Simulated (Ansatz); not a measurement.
Wanted: the native input for an Ansatz 0.2.0 run.

- Task: single point
- Functional: PBEsol
- Potentials or basis: Ansatz PAW
- Cutoff: 420 eV (not typed: the program's choice for these potentials)
- k mesh: 6 × 6 × 6
- Occupations: fermi-dirac, width 0.05 eV
- Spin: collinear spin, ferromagnetic start
- Starting moments: [1.5, 1.5, 1.5, 1.5] μB
- Fixed moment: 6 μB

The system is Ti3Ni.

```xyz
4
Lattice="3.9352 0.0000 0.0000 0.0000 3.9352 0.0000 0.0000 0.0000 3.9352" Properties=species:S:1:pos:R:3 pbc="T T T"
Ni    0.0000    0.0000    0.0000
Ti    1.9676    1.9676    0.0000
Ti    1.9676    0.0000    1.9676
Ti    0.0000    1.9676    1.9676
```

The cell comes from a database or a generator and needn't be the stable form of this composition.

The input as run:

input.yaml

```yaml
crystal:
  lattice:
    - [3.935175, 0.0, 0.0]
    - [0.0, 3.935175, 0.0]
    - [0.0, 0.0, 3.935175]
  atoms:
    - { symbol: Ni, position: [0.0, 0.0, 0.0], spin: 1.5 }
    - { symbol: Ti, position: [0.5, 0.5, 0.0], spin: 1.5 }
    - { symbol: Ti, position: [0.5, 0.0, 0.5], spin: 1.5 }
    - { symbol: Ti, position: [0.0, 0.5, 0.5], spin: 1.5 }
hamiltonian:
  xc: pbesol
  pseudopotentials: { kind: paw }
magnetization:
  spin_polarized: true
  initial_magnetization: 6.0
  spin_locking: { lock_magnetization: hard }
kpoints:
  mp_grid: { grid: [6, 6, 6] }
scf:
  occupations: { method: fermi_dirac, width: 0.05 }
  lower_state_search: "off"
output:
  forces: true
  stress: true
  eigenvalues: true
```

Potentials or basis: Ansatz PAW.

The run is started by

```bash
$ ansatz run input.yaml --threads 2 --pin off --max-ram 5632MiB --backend cpu --events-out ev --progress --plain --runs-dir out
```

It gave:

| Property | Result |
| --- | --- |
| Pressure | 2.2 GPa |
| Net moment | 6.00 μB per cell |
| Absolute moment | 6.00 μB per cell |
| Site moments | Ni +0.73; Ti +1.32 μB |

Caveat: the total moment is fixed, so each spin has its own Fermi level; the PAW data sets come from PBE, with cores solved anew for the run's functional, which leaves a small shift of forces and pressure; the thresholds are loose for stress.

Wall time 2.2 s on 2 threads of Intel(R) Xeon(R) 6975P-C (Granite Rapids), with other jobs on the host, peak memory 0.43 GiB.
